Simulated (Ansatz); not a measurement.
Crystal: Si2Mo.

```
Mo Si
1.0
     4.58547    0.00000    0.00000
    -2.29274    3.97113    0.00000
     0.00000    0.00000    6.57976
Mo Si
3 6
Direct
  0.50000 0.50000 0.83333
  0.00000 0.50000 0.16667
  0.50000 0.00000 0.50000
  0.16387 0.32775 0.50000
  0.67225 0.83613 0.16667
  0.83613 0.16387 0.83333
  0.83613 0.67225 0.50000
  0.32775 0.16387 0.16667
  0.16387 0.83613 0.83333
```

Measurements of this composition are mostly on another form, of space group No. 139.

| Property | Result |
| --- | --- |
| Program | Ansatz 0.2.0 |
| Task | single point |
| Functional | PBE |
| Potentials or basis | all-electron LAPW, scalar-relativistic |
| Cutoff | 233 eV (chosen from the basis error) |
| Basis error allowed | 0.001 eV/atom |
| k mesh | 7 × 7 × 4 |
| Occupations | fermi-dirac, width 0.05 eV |
| Spin | no spin polarisation |

On this cell: pressure 3.6 GPa; largest force 0.010 eV/Å; band gap on the k mesh 0.27 eV, indirect (least direct gap 0.63 eV).

The same run follows on a disturbed copy (atoms moved at random, drawn with an rms of 0.05 Å):

```
Mo Si
1.0
     4.58547    0.00000    0.00000
    -2.29274    3.97113    0.00000
     0.00000    0.00000    6.57976
Mo Si
3 6
Direct
  0.51437 0.50867 0.83088
  0.99980 0.51206 0.16923
  0.50127 0.98884 0.50070
  0.15930 0.32653 0.49047
  0.68000 0.83715 0.15847
  0.83332 0.16826 0.83404
  0.83134 0.67527 0.49593
  0.33121 0.16037 0.16317
  0.15948 0.83064 0.83364
```

**Question.** What does the disturbed cell give?

**Answer.** The energy moves by +19.9 meV/atom; pressure 4.3 GPa; largest force 1.387 eV/Å; band gap on the k mesh 0.06 eV, indirect (least direct gap 0.54 eV).

Forces in eV/Å, atoms in the order of the input:
```
Mo  -0.904 -0.833  0.207
Mo   0.773 -0.965 -0.629
Mo  -0.681  0.915 -0.428
Si   0.327 -0.050  0.712
Si  -0.420  0.196  0.577
Si   0.365  0.059 -0.224
Si   0.319 -0.098  0.212
Si  -0.005  0.359  0.085
Si   0.226  0.416 -0.511
```

Stress tensor (GPa, compression positive):
```
 4.43 -0.12  0.75
-0.12  4.37 -0.21
 0.75 -0.21  4.02
```

Caveats: an odd mesh through Γ misses points on the zone boundary, where band edges often lie.
